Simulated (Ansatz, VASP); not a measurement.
Si: VASP beside Ansatz

The input INCAR:

```
PREC     = Accurate       # precision mode
ENCUT    = 520            # plane-wave cutoff, eV
EDIFF    = 1E-6           # SCF threshold, eV
ISMEAR   = -1             # smearing method
SIGMA    = 0.05           # smearing width, eV
LREAL    = F              # projectors in reciprocal space
LASPH    = T              # aspherical terms in the spheres
NELM     = 100            # most SCF steps
ALGO     = Normal         # electronic algorithm
ISIF     = 2              # what is computed and relaxed
LWAVE    = F              # write WAVECAR
LCHARG   = F              # write CHGCAR
NBANDS   = 11             # bands
```

KPOINTS

```
regular mesh
0
Gamma
  8 8 8
```

The input POSCAR:

```
Si
1.0
    0.0182920000      2.5938680000      2.7098280000
    2.8301380000     -0.0785240000      2.8066440000
    2.7432870000      2.6038340000      0.0083260000
Si
2
Direct
    0.5000000000      0.5000000000      0.5000000000
    0.7500000000      0.7500000000      0.7500000000
```

input.yaml

```yaml
crystal:
  lattice:
    - [0.018292, 2.593868, 2.709828]
    - [2.830138, -0.078524, 2.806644]
    - [2.743287, 2.603834, 0.008326]
  atoms:
    - { symbol: Si, position: [0.5, 0.5, 0.5] }
    - { symbol: Si, position: [0.75, 0.75, 0.75] }
kpoints:
  mp_grid: { grid: [8, 8, 8] }
scf:
  occupations: { method: fermi_dirac, width: 0.05 }
hamiltonian:
  xc: lda
  pseudopotentials: { kind: all_electron, lapw: { basis_error: 0.001 } }
output:
  forces: true
  stress: true
  eigenvalues: true
```

Change from the starting cell: cell strained at random at fixed volume.

Alike in both runs: task single point; functional LDA; k mesh 8 × 8 × 8; occupations fermi-dirac, width 0.05 eV; no spin polarisation.

```csv
,VASP,Ansatz
version,VASP 6.6.1,Ansatz 0.2.0
potentials or method,"VASP PAW LDA potentials, release 64 (Si)","all-electron LAPW, scalar-relativistic"
plane-wave cutoff (eV),520,see its input
```

|  | VASP | Ansatz | Ansatz less VASP |
| --- | --- | --- | --- |
| gap on the k mesh at the Fermi level (eV) | none | none | - |
| pressure (GPa) | -1.9 | -2.0 | -0.09 |
| largest component of the traceless stress (GPa) | 3.49 | 3.47 | -0.024 |
| rms of the force components (eV/Å) | 0.252 | 0.251 | -0.0007 |

Atom by atom the forces differ by 0.001 eV/Å (rms over components). A gap of «none» marks a metal or a gap that the smearing closes. Ansatz ran all-electron here, so the differences hold the error of VASP's frozen core and of both bases.
